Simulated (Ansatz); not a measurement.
# Dielectric response of BaS (110) films, part 2 of 5

Wanted: ε of rocksalt BaS (110) by finite fields on slabs, and the band edges against the vacuum where run.

Ansatz 0.2.0; plane-wave DFT, PBE, Ansatz PAW (the session's first sound run).

So far, gap on the k-mesh (eV): step 2 (relaxing the film, 10 atoms, units 5) 1.71.

### 3. The relaxed film, single point, 10 atoms, units 5

The film was relaxed beforehand; a single point on the relaxed positions gives its levels and potential.

input.yaml

```yaml
crystal:
  lattice:
    - [4.51841233, 0.0, 0.0]
    - [0.0, 6.39, 0.0]
    - [0.0, 0.0, 27.0368246636]
  atoms:
    - { symbol: Ba, position: [0.5, 0.5, 0.3364346878] }
    - { symbol: S, position: [0.5, 0.0, 0.3355847103] }
    - { symbol: Ba, position: [0.0, 0.0, 0.4130778005] }
    - { symbol: S, position: [0.0, 0.5, 0.4130404961] }
    - { symbol: Ba, position: [0.5, 0.5, 0.4999999999] }
    - { symbol: S, position: [0.5, 0.0, 0.5] }
    - { symbol: Ba, position: [0.0, 0.0, 0.5869221999] }
    - { symbol: S, position: [0.0, 0.5, 0.5869595039] }
    - { symbol: Ba, position: [0.5, 0.5, 0.6635653128] }
    - { symbol: S, position: [0.5, 0.0, 0.6644152887] }
kpoints:
  mp_grid: { grid: [6, 4, 1] }
hamiltonian:
  xc: pbe
scf:
  occupations: { method: fixed }
  convergence: { dr2_threshold: 1.0e-09 }
efield:
  axis: 3
  dipole_correction: true
  ramp_position: 0.97
  ramp_width: 0.06
output:
  eigenvalues: true
  write_potential: true
  write_density: true
  volumetric_format: npy
```

Started as:

```console
$ ansatz run input.yaml --threads 4 --pin off --max-ram 8192MiB --backend cpu --events-out ev --progress --plain --runs-dir out
```

Numbers of over 12 decimals in the logs are rounded to 6 here.

Log:

```text
[...]
Crystal: 10 atoms, lattice volume = 780.625 Å³
Basis set: ecut = 420 eV, 15261 PW (Γ)
Bands: 50, of which v1, the nominal top of the filled ones, is band 40 counted from 1 (39 counted from 0)
Symmetry: 4 space group operations
k-points: 12 of 24
[...]
SCF iter   1: F=—  HF=-34276.903550 eV  |F-HF|=—  |Δ(HF+E_count)|=         —  Δρ=8.95e-4  dr2=2.31e-2  ethr=1.77e-3  p=0.000 e·Å  D=3.97e-9 V/Å  ΔV_dip=-0.00 eV  dr2_dipole=1.67e-10  V_vac-E_F(+/−)=3.84/3.84 eV  ⟨swp⟩=8.7  Hψ=3151  notcnv=0  defer=90
[...]
SCF iter   9: F=-34276.902486 eV  HF=-34276.902486 eV  |F-HF|=5.09e-11  |Δ(HF+E_count)|=   1.16e-9  Δρ=1.57e-7  dr2=2.39e-10  ethr=1.25e-12  p=-0.000 e·Å  D=-4.48e-8 V/Å  ΔV_dip=0.00 eV  dr2_dipole=2.09e-13  V_vac-E_F(+/−)=3.73/3.73 eV  ⟨swp⟩=25.2  Hψ=4245  notcnv=0
SCF 1 converged in 9 iterations: F = -34276.902486 eV  dr2 = 2.39e-10
[...]
SCF converged after 9 iterations
Free energy (F): -34276.902486 eV
[...]
Internal energy: -34276.902486 eV  (E = F + TS)
E sigma→0 (E₀):  -34276.902486 eV
Fermi energy:    0.533306 eV
Dipole field:    D = 0.000000 V/Å  (p = 0.000001 e·Å, saw-weighted, corrected)
Work function:   Φ+ = 3.7322 eV   Φ− = 3.7322 eV
[...]
--- Band table (eV; the first three rows and the last of 12) ---
  k-point 0: bands = [... 36 lower, 0.1711, 0.2778, 0.3241, 0.5333, 2.2412, 2.5993, 2.8286, 3.1944, ... 6 higher]
  k-point 1: bands = [... 36 lower, -0.1735, 0.2207, 0.2663, 0.4711, 2.3239, 2.7680, 2.9384, 3.2445, ... 6 higher]
  k-point 2: bands = [... 36 lower, -0.2207, 0.1652, 0.2122, 0.4141, 2.4251, 2.9400, 3.0594, 3.3124, ... 6 higher]
  k-point 11: bands = [... 36 lower, -0.2446, -0.0727, 0.0888, 0.1303, 3.5439, 3.5569, 4.0732, 4.1191, ... 6 higher]
```

Run time: 18 s. Hardware: 4 threads of Arm Neoverse V1, shared host; peak memory 1.4 GiB; 70 s of CPU time.

Numbers from this step:

| Property | Result |
| --- | --- |
| dipole along the normal | 1.15e-6 e·Å |

Running mean over 2.259 Å of the planar mean; the ramp of the sawtooth is left out. The electron's electrostatic potential energy less the highest filled level by z:

z (Å), electron's electrostatic potential energy less the highest filled level (eV) and a bar from the least value:
```
      3.5       3.73 ##############################
      4.0       3.73 ##############################
      4.5       3.73 ##############################
      5.0       3.73 ##############################
      5.5       3.72 ##############################
      6.0       3.70 ##############################
      6.5       3.62 ##############################
      7.0       3.31 ############################
      7.5       2.23 ########################
      8.0       0.32 ###############
      8.5      -1.50 ########
      9.0      -2.46 ####
      9.5      -2.99 #
     10.0      -3.29 
     10.5      -3.21 
     11.0      -2.84 ##
     11.5      -2.56 ###
     12.0      -2.36 ####
     12.5      -2.34 ####
     13.0      -2.49 ###
     13.5      -2.61 ###
     14.0      -2.50 ###
     14.5      -2.34 ####
     15.0      -2.35 ####
     15.5      -2.55 ###
     16.0      -2.82 ##
     16.5      -3.19 
     17.0      -3.30 
     17.5      -3.02 #
     18.0      -2.51 ###
     18.5      -1.60 #######
     19.0       0.17 ###############
     19.5       2.10 #######################
     20.0       3.27 ############################
     20.5       3.60 #############################
     21.0       3.69 ##############################
     21.5       3.72 ##############################
     22.0       3.73 ##############################
     22.5       3.73 ##############################
     23.0       3.73 ##############################
     23.5       3.73 ##############################
```

The gap is 1.71 eV, with the valence edge 3.73 eV and the conduction edge 2.02 eV under the upper vacuum level.

### 4. Single point, 10 atoms, units 5, field 0.1 V/Å

A sawtooth potential applies the field, turning back in the middle of the vacuum. With the dipole correction the typed value is the field outside the slab. The induced dipole is small, so the SCF threshold is tight.

Edit input.yaml of step 3 so:

```diff
@@ -22,3 +22,3 @@
   occupations: { method: fixed }
-  convergence: { dr2_threshold: 1.0e-09 }
+  convergence: { dr2_threshold: 1.0e-10 }
 efield:
@@ -28,4 +28,4 @@
   ramp_width: 0.06
+  amplitude: 0.1
 output:
-  eigenvalues: true
   write_potential: true
```

Log:

```text
[...]
Crystal: 10 atoms, lattice volume = 780.625 Å³
Basis set: ecut = 420 eV, 15261 PW (Γ)
Bands: 50, of which v1, the nominal top of the filled ones, is band 40 counted from 1 (39 counted from 0)
Symmetry: 4 space group operations
k-points: 12 of 24
[...]
SCF iter   1: F=—  HF=-34281.612210 eV  |F-HF|=—  |Δ(HF+E_count)|=         —  Δρ=2.44e-2  dr2=1.55e1  ethr=3.10e-3  p=0.194 e·Å  D=4.49e-2 V/Å  ΔV_dip=-1.21 eV  dr2_dipole=3.39e-3  V_vac-E_F(+/−)=9.47/8.21 eV  ⟨swp⟩=7.6  Hψ=2939  notcnv=0  defer=96
[...]
SCF iter  13: F=-34276.910320 eV  HF=-34276.910320 eV  |F-HF|=7.28e-12  |Δ(HF+E_count)|=  7.57e-10  Δρ=5.14e-8  dr2=1.71e-11  ethr=1.00e-12  p=0.157 e·Å  D=3.63e-2 V/Å  ΔV_dip=-0.98 eV  dr2_dipole=1.10e-13  V_vac-E_F(+/−)=4.42/2.93 eV  ⟨swp⟩=25.2  Hψ=4015  notcnv=0
SCF 1 converged in 13 iterations: F = -34276.910320 eV  dr2 = 1.71e-11
[...]
SCF converged after 13 iterations
[...]
Free energy (F): -34276.910320 eV
[...]
Internal energy: -34276.910320 eV  (E = F + TS)
E sigma→0 (E₀):  -34276.910320 eV
Fermi energy:    0.558239 eV
Dipole field:    D = 0.036322 V/Å  (p = 0.156695 e·Å, saw-weighted, corrected)
Work function:   not extracted (applied field tilts the vacuum); planar V_es + V_field profile in the machine report
[...]
--- Band table (eV; the first three rows and the last of 12) ---
  k-point 0: bands = [... 36 lower, 0.2468, 0.2903, 0.2984, 0.5582, 2.2367, 2.5063, 2.9048, 3.1922, ... 6 higher]
  k-point 1: bands = [... 36 lower, -0.1861, 0.2342, 0.2402, 0.4965, 2.3193, 2.6610, 3.0306, 3.2438, ... 6 higher]
  k-point 2: bands = [... 36 lower, -0.2336, 0.1791, 0.1859, 0.4397, 2.4199, 2.8269, 3.1584, 3.3163, ... 6 higher]
  k-point 11: bands = [... 36 lower, -0.2749, -0.0427, 0.0160, 0.2013, 3.4223, 3.6749, 4.0622, 4.1098, ... 6 higher]
```

The job ended after 21 s (4 threads; peak memory 1.4 GiB; 80 s of CPU time).

This step gave:

```yaml
gap_on_the_k_mesh: 1.678 eV
dipole_along_the_normal: 0.1567 e·Å
```

The dipole is 0.157 e·Å, and the gap on the mesh 1.678 eV.

### 5. Atoms held, 10 atoms, units 5, field -0.1 V/Å

Edit input.yaml of step 4 so:

```diff
@@ -28,3 +28,3 @@
   ramp_width: 0.06
-  amplitude: 0.1
+  amplitude: -0.1
 output:
```

Log:

```text
[...]
Crystal: 10 atoms, lattice volume = 780.625 Å³
Basis set: ecut = 420 eV, 15261 PW (Γ)
Bands: 50, of which v1, the nominal top of the filled ones, is band 40 counted from 1 (39 counted from 0)
Symmetry: 4 space group operations
k-points: 12 of 24
[...]
k-point 0: bands = [... 36 lower, 0.2468, 0.2903, 0.2984, 0.5582, 2.2367, 2.5063, 2.9048, 3.1922, ... 6 higher]
  k-point 1: bands = [... 36 lower, -0.1861, 0.2342, 0.2402, 0.4965, 2.3193, 2.6610, 3.0306, 3.2438, ... 6 higher]
  k-point 2: bands = [... 36 lower, -0.2336, 0.1791, 0.1859, 0.4397, 2.4199, 2.8269, 3.1584, 3.3163, ... 6 higher]
  k-point 11: bands = [... 36 lower, -0.2749, -0.0427, 0.0160, 0.2013, 3.4223, 3.6749, 4.0622, 4.1098, ... 6 higher]
[key lines of the parts left out:]
SCF converged after 13 iterations
Free energy (F): -34276.910320 eV
Fermi energy:    0.558240 eV
Dipole field:    D = -0.036323 V/Å  (p = -0.156696 e·Å, saw-weighted, corrected)
```

It took 21 s on 4 threads; peak memory 1.4 GiB.

The dipole is -0.157 e·Å, and the gap on the mesh 1.678 eV.

### 6. Response with the atoms held, 10 atoms, units 5

This step: plane-wave DFT, PBE, Ansatz PAW; response to a field along the normal, atoms held (Ansatz 0.2.0).

The two fields give this film's response with the atoms held: the electronic part.

This step gave:

| Quantity | Value |
| --- | --- |
| equivalent conductor thickness p/(ε₀AE) | 9.820 Å |
| distance between the outer atoms | 8.891 Å |
| thickness | 11.30 Å |
| inner field over outer field | 0.2186 |
| local ε in the middle | 4.574 |

Local field over the applied field, running mean. From the potentials at -0.1 and 0.1 V/Å; running mean over 2.259 Å, taken twice. Table of local field over applied field by z:

```tsv
z (Å)	local field over applied field
4.5	0.992
5.0	0.981
5.5	0.959
6.0	0.917
6.5	0.844
7.0	0.739
7.5	0.608
8.0	0.465
8.5	0.335
9.0	0.236
9.5	0.177
10.0	0.156
10.5	0.163
11.0	0.181
11.5	0.200
12.0	0.214
12.5	0.219
13.0	0.219
13.5	0.218
14.0	0.219
14.5	0.219
15.0	0.215
15.5	0.202
16.0	0.183
16.5	0.164
17.0	0.156
17.5	0.174
18.0	0.231
18.5	0.327
19.0	0.455
19.5	0.598
20.0	0.731
20.5	0.838
21.0	0.913
21.5	0.957
22.0	0.980
22.5	0.991
```

Electrons, planar mean, per unit field. The induced electron density by z:

z (Å), induced electron density (e/Å³ per V/Å) and a bar from the least value:
```
      4.5    0.00003 ###############
      5.0    0.00006 ###############
      5.5    0.00015 ################
      6.0    0.00032 #################
      6.5    0.00067 ##################
      7.0    0.00131 ######################
      7.5    0.00227 ###########################
      8.0    0.00294 ##############################
      8.5    0.00154 #######################
      9.0    0.00052 ##################
      9.5    0.00008 ###############
     10.0   -0.00047 #############
     10.5   -0.00015 ##############
     11.0   -0.00030 #############
     11.5   -0.00048 #############
     12.0   -0.00060 ############
     12.5    0.00061 ##################
     13.0    0.00058 ##################
     13.5    0.00001 ###############
     14.0   -0.00051 ############
     14.5   -0.00069 ###########
     15.0    0.00055 ##################
     15.5    0.00050 ##################
     16.0    0.00031 #################
     16.5    0.00015 ################
     17.0    0.00044 #################
     17.5   -0.00001 ###############
     18.0   -0.00051 ############
     18.5   -0.00138 ########
     19.0   -0.00293 
     19.5   -0.00235 ###
     20.0   -0.00136 ########
     20.5   -0.00071 ###########
     21.0   -0.00034 #############
     21.5   -0.00016 ##############
     22.0   -0.00007 ###############
     22.5   -0.00003 ###############
```

By hand: between -0.1 and 0.1 V/Å the dipole changes by 0.3134 e·Å, a slope of 1.567 e·Å²/V. A perfect conductor of thickness t has p = ε₀AEt, so t = 180.95 × 1.567 / 28.873 = 9.82 Å (e/ε₀ = 180.95 V·Å, A in Å²).

The induced dipole is that of a conductor 9.82 Å thick.

### 7. Relaxing in the field, 10 atoms, field 0.05 V/Å

This step: plane-wave DFT, PBE, Ansatz PAW (Ansatz 0.2.0).

Now the atoms may follow the field. A weak field makes forces of meV/Å to tens of meV/Å, so the force tolerance is set well below the usual one.

Edit input.yaml of step 5 so:

```diff
@@ -28,3 +28,6 @@
   ramp_width: 0.06
-  amplitude: -0.1
+  amplitude: 0.05
+relax:
+  f_tol: 0.0006
+  max_steps: 70
 output:
```

Log:

```text
[...]
Crystal: 10 atoms, lattice volume = 780.625 Å³
Basis set: ecut = 420 eV, 15261 PW (Γ), exchange–correlation on 64×90×384 points (8 copies of the dense FFT grid, shifted against one another)
Bands: 50, of which v1, the nominal top of the filled ones, is band 40 counted from 1 (39 counted from 0)
Symmetry: 4 space group operations
k-points: 12 of 24
[...]
SCF iter   1: F=—  HF=-34281.604661 eV  |F-HF|=—  |Δ(HF+E_count)|=         —  Δρ=2.45e-2  dr2=1.55e1  ethr=3.10e-3  p=0.097 e·Å  D=2.25e-2 V/Å  ΔV_dip=-0.61 eV  dr2_dipole=8.47e-4  V_vac-E_F(+/−)=9.17/8.54 eV  ⟨swp⟩=7.8  Hψ=3078  notcnv=0  defer=93
[...]
SCF iter  13: F=-34276.904267 eV  HF=-34276.904267 eV  |F-HF|=8.00e-11  |Δ(HF+E_count)|=  7.20e-10  Δρ=5.74e-8  dr2=2.06e-11  ethr=1.00e-12  p=0.078 e·Å  D=1.82e-2 V/Å  ΔV_dip=-0.49 eV  dr2_dipole=3.95e-14  V_vac-E_F(+/−)=4.08/3.34 eV  ⟨swp⟩=7.8  Hψ=3261  notcnv=0
SCF 1 converged in 13 iterations: F = -34276.904267 eV  dr2 = 2.06e-11
[...]
relax step   1: F+E_penalty+E_count = -34276.90426664 eV  Δ(F+E_penalty+E_count) = +0.000e0 eV  max|allowed force component| = 2.830e-2 eV/Å  Δτ_max = 0.0000 Å  (13 SCF iters, accepted)
[...]
SCF iter   9: F=-34276.904234 eV  HF=-34276.904234 eV  |F-HF|=6.55e-11  |Δ(HF+E_count)|=  7.79e-10  Δρ=7.49e-8  dr2=4.02e-11  ethr=1.00e-12  p=0.113 e·Å  D=2.62e-2 V/Å  ΔV_dip=-0.71 eV  dr2_dipole=4.31e-14  V_vac-E_F(+/−)=3.98/3.45 eV  ⟨swp⟩=7.1  Hψ=3209  notcnv=0
SCF 2 converged in 9 iterations: F = -34276.904234 eV  dr2 = 4.02e-11
relax step   2: F+E_penalty+E_count = -34276.90423409 eV  Δ(F+E_penalty+E_count) = +3.255e-5 eV  max|allowed force component| = 3.242e-2 eV/Å  Δτ_max = 0.0139 Å  (9 SCF iters, rejected (line search))
SCF iter   1: F=—  HF=-34276.904688 eV  |F-HF|=—  |Δ(HF+E_count)|=         —  Δρ=1.48e-4  dr2=6.24e-4  ethr=1.12e-5  p=0.113 e·Å  D=2.62e-2 V/Å  ΔV_dip=-0.71 eV  dr2_dipole=4.18e-4  V_vac-E_F(+/−)=3.98/3.45 eV  ⟨swp⟩=5.4  Hψ=1163  notcnv=0  defer=96
[...]
SCF iter   9: F=-34276.904705 eV  HF=-34276.904705 eV  |F-HF|=0.00e0  |Δ(HF+E_count)|=  2.04e-10  Δρ=4.23e-8  dr2=1.26e-11  ethr=1.00e-12  p=0.096 e·Å  D=2.22e-2 V/Å  ΔV_dip=-0.60 eV  dr2_dipole=5.67e-15  V_vac-E_F(+/−)=4.03/3.40 eV  ⟨swp⟩=6.7  Hψ=3038  notcnv=0
SCF 3 converged in 9 iterations: F = -34276.904705 eV  dr2 = 1.26e-11
relax step   3: F+E_penalty+E_count = -34276.90470548 eV  Δ(F+E_penalty+E_count) = -4.388e-4 eV  max|allowed force component| = 1.587e-3 eV/Å  Δτ_max = 0.0066 Å  (9 SCF iters, accepted)
[...]
relax step   4: F+E_penalty+E_count = -34276.90470621 eV  Δ(F+E_penalty+E_count) = -7.275e-7 eV  max|allowed force component| = 6.715e-4 eV/Å  Δτ_max = 0.0002 Å  (5 SCF iters, accepted)
SCF iter   1: F=—  HF=-34276.904707 eV  |F-HF|=—  |Δ(HF+E_count)|=         —  Δρ=4.23e-6  dr2=5.14e-7  ethr=3.40e-9  p=0.096 e·Å  D=2.22e-2 V/Å  ΔV_dip=-0.60 eV  dr2_dipole=1.86e-10  V_vac-E_F(+/−)=4.03/3.40 eV  ⟨swp⟩=2.1  Hψ=976  notcnv=0  defer=78
[...]
SCF iter   5: F=-34276.904706 eV  HF=-34276.904706 eV  |F-HF|=6.55e-11  |Δ(HF+E_count)|=  2.76e-10  Δρ=7.70e-8  dr2=3.71e-11  ethr=1.00e-12  p=0.096 e·Å  D=2.22e-2 V/Å  ΔV_dip=-0.60 eV  dr2_dipole=1.20e-12  V_vac-E_F(+/−)=4.03/3.40 eV  ⟨swp⟩=5.8  Hψ=3474  notcnv=0
SCF 5 converged in 5 iterations: F = -34276.904706 eV  dr2 = 3.71e-11
relax step   5: F+E_penalty+E_count = -34276.90470646 eV  Δ(F+E_penalty+E_count) = -2.506e-7 eV  max|allowed force component| = 1.301e-4 eV/Å  Δτ_max = 0.0002 Å  (5 SCF iters, accepted)
NSCF: frozen V_eff on 12 k-points
[...]
SCF converged after 5 iterations
[...]
Free energy (F): -34276.904706 eV
[...]
Internal energy: -34276.904706 eV  (E = F + TS)
E sigma→0 (E₀):  -34276.904706 eV
Fermi energy:    0.533273 eV
Dipole field:    D = 0.022238 V/Å  (p = 0.095935 e·Å, saw-weighted, corrected)
Work function:   not extracted (applied field tilts the vacuum); planar V_es + V_field profile in the machine report
[...]
--- Forces (eV/Å), atoms counted from 1 ---
  atom   1  Ba     0.00000000     0.00000000     0.00002746
  atom   2  S      0.00000000     0.00000000     0.00002467
  atom   3  Ba     0.00000000     0.00000000    -0.00010665
  atom   4  S      0.00000000     0.00000000     0.00008090
  atom   5  Ba     0.00000000     0.00000000    -0.00013029
  atom   6  S      0.00000000     0.00000000     0.00007100
  atom   7  Ba     0.00000000     0.00000000    -0.00010262
  atom   8  S      0.00000000     0.00000000     0.00006834
  atom   9  Ba     0.00000000     0.00000000     0.00004737
  atom  10  S      0.00000000     0.00000000     0.00001766
  max |Σ_I F_I| component: 2.15e-6 eV/Å
--- Band table (eV; the first three rows and the last of 12) ---
  k-point 0: bands = [... 36 lower, 0.1767, 0.2775, 0.3236, 0.5333, 2.2409, 2.5910, 2.8332, 3.1940, ... 6 higher]
  k-point 1: bands = [... 36 lower, -0.1739, 0.2206, 0.2659, 0.4711, 2.3236, 2.7578, 2.9454, 3.2443, ... 6 higher]
  k-point 2: bands = [... 36 lower, -0.2212, 0.1652, 0.2118, 0.4141, 2.4249, 2.9283, 3.0686, 3.3125, ... 6 higher]
  k-point 11: bands = [... 36 lower, -0.2457, -0.0721, 0.0832, 0.1354, 3.5227, 3.5775, 4.0728, 4.1186, ... 6 higher]
--- Relaxed structure (5 steps of the walk, 4 accepted, 0 SCFs on fresh bases) ---
  F+E_penalty+E_count = -34276.90470646 eV   max|allowed force component| = 1.301e-4 eV/Å
  atoms:
    - { symbol: Ba, position: [0.5, 0.5, 0.336644] }
    - { symbol: S, position: [0.5, 0.0, 0.335333] }
    - { symbol: Ba, position: [0.0, 0.0, 0.413046] }
    - { symbol: S, position: [0.0, 0.5, 0.413116] }
    - { symbol: Ba, position: [0.5, 0.5, 0.500209] }
    - { symbol: S, position: [0.5, 0.0, 0.499776] }
    - { symbol: Ba, position: [0.0, 0.0, 0.586892] }
    - { symbol: S, position: [0.0, 0.5, 0.587036] }
    - { symbol: Ba, position: [0.5, 0.5, 0.663779] }
    - { symbol: S, position: [0.5, 0.0, 0.664169] }
```

It took 55 s on 4 threads; peak memory 1.3 GiB.

Relaxation path:

```tsv
step	energy less that of the first step (eV)	largest force component (eV/Å)
1	0.0000	0.0283
2	0.0000	0.0324
3	-0.0004	0.0016
4	-0.0004	0.0007
5	-0.0004	0.0001
```

Relaxation step 2 was tried and not accepted.

Forces are held to the 4 operations that the run works with; a distortion that breaks them can't arise in this run.

Final coordinates:

```xyz
10
Lattice="4.5184 0.0000 0.0000 0.0000 6.3900 0.0000 0.0000 0.0000 27.0368" Properties=species:S:1:pos:R:3
Ba    2.2592    3.1950    9.1018
S     2.2592    0.0000    9.0663
Ba    0.0000    0.0000   11.1674
S     0.0000    3.1950   11.1693
Ba    2.2592    3.1950   13.5241
S     2.2592    0.0000   13.5124
Ba    0.0000    0.0000   15.8677
S     0.0000    3.1950   15.8716
Ba    2.2592    3.1950   17.9465
S     2.2592    0.0000   17.9570
```

Numbers from this step:

```
gap on the k-mesh       : 1.708 eV
dipole along the normal : 0.09594 e·Å
```

The relaxation took 5 steps and lowered the energy by 4.4e-4 eV; the largest force on the free atoms ends at 1.3e-4 eV/Å.

The dipole is 0.0959 e·Å, and the gap on the mesh 1.708 eV.

(Continued in part 3 of 5.)

[Logs are printed without paths, hosts, clocks, repeated set-up lines and the standing remarks that a program may print on its own settings, such as how far it seeks lower states.]

[Hosts, paths, dates, database ids (printed as entryN), source tags and the programs' standing remarks are cut or masked in the printed files.]

[Maps of the electrostatic potential energy from Ansatz leave out the sawtooth potential of an applied field or a dipole correction, so their vacuum need not be flat; planar profiles and work functions include it.]
